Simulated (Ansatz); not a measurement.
## Computed properties of TaN

```xyz
6
Lattice="5.1960 0.0000 0.0000 -2.5980 4.4999 0.0000 0.0000 0.0000 2.9110" Properties=species:S:1:pos:R:3 pbc="T T T"
Ta    0.0000    2.9999    1.4555
Ta    2.5980    1.5000    1.4555
Ta    0.0000    0.0000    0.0000
N     2.0412    0.0000    0.0000
N     1.5774    2.7321    0.0000
N    -1.0206    1.7678    0.0000
```

Atoms are numbered in the order listed.

The cell is COD entry 2106407, as deposited and not checked against the literature; nothing was relaxed.

No spin–orbit coupling, which matters for the heavy atoms here.

All numbers are computed: DFT, PBE, all-electron LAPW, scalar-relativistic (Ansatz 0.2.0); DFT, PBE, PAW with Ansatz's default frozen-core files, scalar-relativistic (Ansatz 0.2.0).

For LAPW: a Γ-centred 6×6×9 k mesh, Fermi–Dirac smearing of 0.01 eV, basis error target 1 meV/atom, no spin polarisation. PAW takes a cutoff of 420 eV at this cell. The Ansatz runs share mesh, smearing and spin set-up. Values come from LAPW unless marked.

```
Density of states at the Fermi level (0.2 eV bin) : 0.53 states/eV per cell
Bader charges (from the PAW run)                  : Ta1 +1.86, Ta3 +1.27, N4 -1.67 e
Stress xx, yy, zz (compression positive)          : 5.03, 5.03, 4.93 GPa
Largest force                                     : 0.040 eV/Å on N4
Volume per atom                                   : 76.6 bohr³
```

Q: Give the computed value. Pressure at this cell.

A: 50.0 kbar.

Q: Löwdin charges (with 0.27 e of the cell spilling out of the atomic basis, so their sizes and signs hang on that basis): what does the calculation give?

A: Ta1 0.84, Ta3 0.60, N4 -0.67 e.

Q: Give the computed value. Band gap.

A: none: bands cross the Fermi level, a metal.
